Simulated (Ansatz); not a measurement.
**Equation of state of ZnS and its gap**

A database entry relaxed whole under r2SCAN (R3m):

```
Zn S
1.0
     1.90418    1.09938   15.60380
    -1.90418    1.09938   15.60380
     0.00000   -2.19876   15.60380
Zn S
5 5
Direct
  0.00010 0.00010 0.00010
  0.73337 0.73337 0.73337
  0.46664 0.46664 0.46664
  0.86669 0.86669 0.86669
  0.60006 0.60006 0.60006
  0.05004 0.05004 0.05004
  0.78323 0.78323 0.78323
  0.51658 0.51658 0.51658
  0.91662 0.91662 0.91662
  0.65000 0.65000 0.65000
```

The cell was scaled uniformly, its shape held, and the atoms relaxed at each volume with plane-wave PAW DFT (Ansatz 0.2.0; r2SCAN, 500 eV, 6×6×6 Γ-centred mesh, fermi-dirac occupations of width 0.020 eV; no spin, no spin-orbit coupling). One row is withheld.

```tsv
volume (Å³/atom)	energy over the lowest (meV/atom)	pressure (GPa)	gap over mesh and path (eV)
18.423	19.1	5.50	3.051
18.815	8.2	3.46	2.950
19.207	?	?	?
19.599	0.0	0.00	2.755
19.991	1.9	-1.48	2.663
20.383	7.1	-2.81	2.572
20.775	15.5	-4.01	2.484
```

Question: Fit the pressures of the other rows to the third-order Birch-Murnaghan form.

Answer: With f = [(V₀/V)^(2/3) − 1]/2 and P = 3B₀f(1 + 2f)^(5/2)[1 + 3(B₀′ − 4)f/2], least squares gives V₀ = 19.60 Å³ an atom, B₀ = 77.8 GPa and B₀′ = 4.3; the rows miss the fit by less than 0.01 GPa. The slope of the energies differs from these pressures by less than 0.05 GPa.

Question: How does the gap move with volume?

Answer: A parabola in ln(V/V₀) through the other rows has the slope dE_g/d ln V = -4.7 eV at V₀, so by B₀ the gap moves by +61 meV a GPa at this fixed shape: it widens under pressure.

Question: What does the withheld row hold?

Answer: The fit gives 1.64 GPa at 19.207 Å³; the run gave 1.64 GPa and 2.0 meV an atom. Its gap is 2.851 eV, against 2.851 eV from the parabola.

Caveats: the shape of the cell was held, so B₀ is an upper bound where the axes differ in stiffness; 0 K, fixed nuclei; the symmetry was kept, and this need not be the phase that is stable at 0 K; one mesh for all volumes; r2SCAN gaps lie as a rule under measured ones; the slope of the gap can be off by tens of per cent, more where shallow d levels or spin-orbit coupling act on the edges; pressure is positive in compression.
